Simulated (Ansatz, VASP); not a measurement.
## One calculation of InAs, two programs

```xyz
2
Lattice="0.0000 3.0130 3.0130 3.0130 0.0000 3.0130 3.0130 3.0130 0.0000" Properties=species:S:1:pos:R:3 pbc="T T T"
In    1.5065    1.5065    1.5065
As    0.0000    0.0000    0.0000
```

Alike in both runs: functional LDA; k mesh 12 × 12 × 12; occupations fermi-dirac, width 0.15 eV; no spin polarisation.

Ansatz relaxed the structure, and its values are those at the end. VASP's run is a single point on that final structure, the one shown.

|  | VASP | Ansatz |
| --- | --- | --- |
| version | VASP 6.6.1 | Ansatz 0.2.0 |
| potentials or method | VASP PAW LDA potentials, release 64 (In_d, As) | scalar-relativistic, plane waves, PAW |
| plane-wave cutoff (eV) | 520 | 420 |
| valence electrons in the cell | 18 | 28 |

```tsv
	VASP	Ansatz	Ansatz less VASP
gap on the k mesh at the Fermi level (eV)	none	none	-
pressure (GPa)	0.2	0.0	-0.15
```

A gap of «none» marks a metal or a gap that the smearing closes. The two sets of potentials don't hold the same shells in valence. Ansatz warned: «pseudo_functional_mismatch».
